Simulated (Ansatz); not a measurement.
Input file for Ansatz (a program for electronic structure):

Ansatz 0.2 input:
```yaml
crystal:
  lattice:
    - [0.0, 2.8315382206, 2.8315382206]
    - [2.8315382206, 0.0, 2.8315382206]
    - [2.8315382206, 2.8315382206, 0.0]
  atoms:
    - { symbol: Sr, position: [0.0, 0.0, 0.0] }
    - { symbol: F, position: [0.25, 0.25, 0.25] }
    - { symbol: F, position: [0.75, 0.75, 0.75] }
kpoints:
  mp_grid: { grid: [9, 9, 9] }
hamiltonian:
  xc: lda
  pseudopotentials: { kind: paw }
scf:
  occupations: { method: fixed }
phonons:
  method: dfpt
  response_accuracy: low
  eigenvectors: true
  rigid_motions: translations
  dielectric: true
  raman: true
```

Output (shortened):

```
Pseudopotential: Sr, paw, valence charge 10
Pseudopotential: F, paw, valence charge 7
Functional definition: SPW92
Crystal: 3 atoms, lattice volume = 45.404 Å³
Basis set: ecut = 420 eV, 893 PW (Γ), exchange–correlation on 54×54×54 points (8 copies of the dense FFT grid, shifted against one another)
Bands: 16, of which v1, the nominal top of the filled ones, is band 12 counted from 1 (11 counted from 0)
Symmetry: 48 space group operations
k-points: 125 of 729 (irreducible under 4 space group operations, time reversal used)
SCF iter   1: F=—  HF=-5038.342708 eV  |F-HF|=—  |Δ(HF+E_count)|=         —  Δρ=1.90e-2  dr2=1.18e-1  ethr=1.77e-3  ⟨swp⟩=6.7  Hψ=12187  notcnv=0  defer=121
preconditioner: auto → none
SCF iter   2: F=—  HF=-5038.319726 eV  |F-HF|=—  |Δ(HF+E_count)|=   2.30e-2  Δρ=1.16e-2  dr2=3.16e-2  ethr=4.93e-4  ⟨swp⟩=2.1  Hψ=4660  notcnv=0  defer=206
SCF iter   3: F=—  HF=-5038.309856 eV  |F-HF|=—  |Δ(HF+E_count)|=   9.87e-3  Δρ=1.88e-3  dr2=6.43e-4  ethr=1.32e-4  ⟨swp⟩=2.0  Hψ=3056  notcnv=0  defer=226
SCF iter   4: F=—  HF=-5038.309684 eV  |F-HF|=—  |Δ(HF+E_count)|=   1.72e-4  Δρ=1.76e-4  dr2=9.77e-6  ethr=2.68e-6  ⟨swp⟩=2.7  Hψ=3507  notcnv=0  defer=241
SCF iter   5: F=—  HF=-5038.309683 eV  |F-HF|=—  |Δ(HF+E_count)|=   6.24e-7  Δρ=5.89e-5  dr2=1.57e-6  ethr=4.07e-8  ⟨swp⟩=2.0  Hψ=3472  notcnv=0  defer=42
SCF iter   6: F=—  HF=-5038.309682 eV  |F-HF|=—  |Δ(HF+E_count)|=   1.38e-6  Δρ=7.32e-6  dr2=1.00e-8  ethr=6.52e-9  ⟨swp⟩=2.4  Hψ=3214  notcnv=0
SCF iter   7: F=—  HF=-5038.309682 eV  |F-HF|=—  |Δ(HF+E_count)|=   3.46e-9  Δρ=8.87e-7  dr2=3.28e-10  ethr=4.17e-11  ⟨swp⟩=2.2  Hψ=3525  notcnv=0
SCF iter   8: F=-5038.309682 eV  HF=-5038.309682 eV  |F-HF|=3.64e-12  |Δ(HF+E_count)|=  3.64e-11  Δρ=1.43e-7  dr2=6.95e-12  ethr=1.00e-12  ⟨swp⟩=9.9  Hψ=13655  notcnv=0
SCF 1 converged in 8 iterations: F = -5038.309682 eV  dr2 = 6.95e-12
NSCF: frozen V_eff on 6 k-points
DFPT response loops at Γ: preconditioner auto → none (the input reference at scf.mixing.eps_inf says where Resta's filter doesn't serve); β = 0.50 …
── the response to a field inside a basis, on 10×10×10 k-points: an SCF that follows is theirs, and a resumed run solves both again ──
Crystal: 3 atoms, lattice volume = 45.404 Å³
Bands: 13, of which v1, the nominal top of the filled ones, is band 12 counted from 1 (11 counted from 0)
k-points: 110 of 1000 (irreducible under 12 space group operations)
SCF iter   1: F=—  HF=-5038.312611 eV  |F-HF|=—  |Δ(HF+E_count)|=         —  Δρ=8.85e-4  dr2=5.64e-5  ethr=1.00e-1
preconditioner: auto → none
SCF iter   2: F=—  HF=-5038.312589 eV  |F-HF|=—  |Δ(HF+E_count)|=   2.22e-5  Δρ=3.53e-4  dr2=2.17e-5  ethr=2.35e-7
SCF iter   3: F=—  HF=-5038.312584 eV  |F-HF|=—  |Δ(HF+E_count)|=   4.66e-6  Δρ=2.05e-4  dr2=3.84e-6  ethr=9.04e-8
SCF iter   4: F=—  HF=-5038.312583 eV  |F-HF|=—  |Δ(HF+E_count)|=   1.52e-6  Δρ=1.24e-5  dr2=2.09e-8  ethr=1.60e-8
SCF iter   5: F=—  HF=-5038.312583 eV  |F-HF|=—  |Δ(HF+E_count)|=   1.17e-9  Δρ=1.78e-6  dr2=4.77e-10  ethr=8.71e-11
SCF iter   6: F=-5038.312583 eV  HF=-5038.312583 eV  |F-HF|=0.00e0  |Δ(HF+E_count)|=  3.64e-11  Δρ=6.44e-8  dr2=1.02e-12  ethr=1.99e-12
SCF 1 converged in 6 iterations: F = -5038.312583 eV  dr2 = 1.02e-12
DFPT response loops at Γ: mixed as the last ones told, above
DFPT response loops at Γ: mixed as the last ones told, above
DFPT response loops at Γ: mixed as the last ones told, above
SCF converged after 8 iterations
Free energy (F): -5038.309682 eV
Harris-Foulkes:  -5038.309682 eV  (|F-HF|=3.64e-12)
Internal energy: -5038.309682 eV  (E = F + TS)
E sigma→0 (E₀):  -5038.309682 eV
Fermi energy:    3.319995 eV
--- Per-component energies (eV) ---
  E_band       = -134.577996
  E_kinetic    = 659.696709
  E_local      = -1750.189641  (includes V_loc(G=0)·N_el)
  E_nonlocal   = 358.062915
  E_hartree    = 571.120241
  E_xc         = -329.790911
  E_vxc        = -366.637660  (∫ρ·V_xc dr)
  E_paw        = -2972.339432  (= ΣΔE_a)
  E_vpaw       = -177.754795  (= ΣTr[D̂ρ^β])
  E_aug_tail   = 0.004065  (compensation charges beyond the density's cutoff)
  E_ewald      = -1575.394267
  E_core_change = 0.520639  (= ΣΔE_core)
  E_smearing   =  0.000000  (= −TS)
  E_closure    = 0.000000  (closes the sum)
  Σ components = -5038.309682   (vs F -5038.309682, Δ=0.00e0)
  [band-id]    e_kinetic+e_local+e_nonlocal+2·e_hartree+e_vxc+e_vpaw+e_augmentation_tail = -134.577925   (vs E_band -134.577996, Δ=7.19e-5)
--- Band table (eV; the first three rows and the last of 125) ---
  k-point 0: bands = ["-26.2071", "-15.7454", "-15.2688", "-8.1356", "-8.1356", "-8.1356", "1.3957", "1.3957", "1.3957", "3.2419", "3.2419", "3.2419", "10.2980", "13.6079", "13.6079", "16.5044"]
  k-point 1: bands = ["-26.1966", "-15.7679", "-15.2938", "-8.1498", "-8.1498", "-8.1222", "1.4584", "1.4584", "1.5354", "3.1053", "3.2014", "3.2014", "10.6246", "13.6154", "13.6154", "16.3426"]
  k-point 2: bands = ["-26.1696", "-15.8144", "-15.3692", "-8.1853", "-8.1853", "-8.0820", "1.6202", "1.6202", "1.8895", "2.8044", "3.1009", "3.1009", "11.4190", "13.6452", "13.6452", "15.9561"]
  k-point 124: bands = ["-26.1031", "-15.8307", "-15.6515", "-8.3359", "-8.1363", "-8.0357", "1.7895", "1.8987", "2.3201", "2.7250", "2.9075", "3.2423", "12.0389", "14.0160", "14.3458", "14.8608"]
--- Phonons (Γ-DFPT): 2 representative perturbations + reference, on 125 of 729 k-points (Σ response iterations 6) ---
  ASR residual: 1.627e-4 → 0.000e0 eV/Å²; symmetrization residual: 3.706e-6 eV/Å²
  ASR residual per site (eV/Å²): 1.22e-5 1.63e-4 1.63e-4
  Γ frequencies (cm⁻¹): 0.00 0.00 0.00 235.90 235.90 235.90 300.68 300.68 300.68
  ε∞ (high-frequency dielectric tensor):
        2.332897     0.000000     0.000000
        0.000000     2.332897     0.000000
        0.000000     0.000000     2.332897
  ε⁰ (static dielectric tensor: ions relaxed, cell fixed):
        6.677215     0.000000     0.000000
        0.000000     6.677215     0.000000
        0.000000     0.000000     6.677215
  ε⁰ − ε∞ (ionic part):
        4.344318     0.000000     0.000000
        0.000000     4.344318     0.000000
        0.000000     0.000000     4.344318
  softest optical mode at Γ: 235.90 cm⁻¹; the repairs (sum rule, projections) moved no ω² at Γ by more than (1.68 cm⁻¹)²
  Born effective charges Z* (e; rows j = field, columns β = displacement):
    site 0:
         2.43148    0.00000    0.00000
         0.00000    2.43148    0.00000
         0.00000    0.00000    2.43148
    site 1:
        -1.21574    0.00000    0.00000
         0.00000   -1.21574    0.00000
         0.00000    0.00000   -1.21574
    site 2:
        -1.21574    0.00000    0.00000
         0.00000   -1.21574    0.00000
         0.00000    0.00000   -1.21574
  Z* charge neutrality: 1.157e-5 e pre-enforcement
  k-mesh period / interband length: 36.0 Å / 0.91 Å = 39.42 at k = (0.0000, 0.0000, 0.0000), direct gap 7.056 eV — 14 or more, which is no proof of convergence
  Raman tensors (in the event stream and the table raman_tensors.tsv) …
  optical modes at Γ without the LO–TO term, one row a degenerate level:
      ω (cm⁻¹)  modes    IR ((D/Å)²/amu)  static Raman (Å⁴/amu)  depolarisation
        235.90      3            15.4392                 0.0000               —
        300.68      3             0.0000                 2.8867           0.750
  optical modes at Γ + LO–TO along q̂ = [1.0000, 0.0000, 0.0000]:
      ω (cm⁻¹)  modes    IR ((D/Å)²/amu)  static Raman (Å⁴/amu)  depolarisation
        235.90      2            10.2928                 0.0000               —
        300.68      3             0.0000                 2.8867           0.750
        399.09      1             5.1464                 0.0000               —
  optical modes at Γ + LO–TO along q̂ = [0.0000, 1.0000, 0.0000]:
      ω (cm⁻¹)  modes    IR ((D/Å)²/amu)  static Raman (Å⁴/amu)  depolarisation
        235.90      2            10.2928                 0.0000               —
        300.68      3             0.0000                 2.8867           0.750
        399.09      1             5.1464                 0.0000               —
  optical modes at Γ + LO–TO along q̂ = [0.0000, 0.0000, 1.0000]:
      ω (cm⁻¹)  modes    IR ((D/Å)²/amu)  static Raman (Å⁴/amu)  depolarisation
        235.90      2            10.2928                 0.0000               —
        300.68      3             0.0000                 2.8867           0.750
        399.09      1             5.1464                 0.0000               —
```

Cost: about 6 core-minutes (a rough figure) on shared cores.

Space group Fm-3m (fluorite). Symmetry was held in the LDA relaxation; phonons on a q-mesh show no instability. Spin–orbit coupling is left out wherever it is not named.

Potentials: the later of the program's two PAW sets.

Ansatz is a plane-wave DFT program.
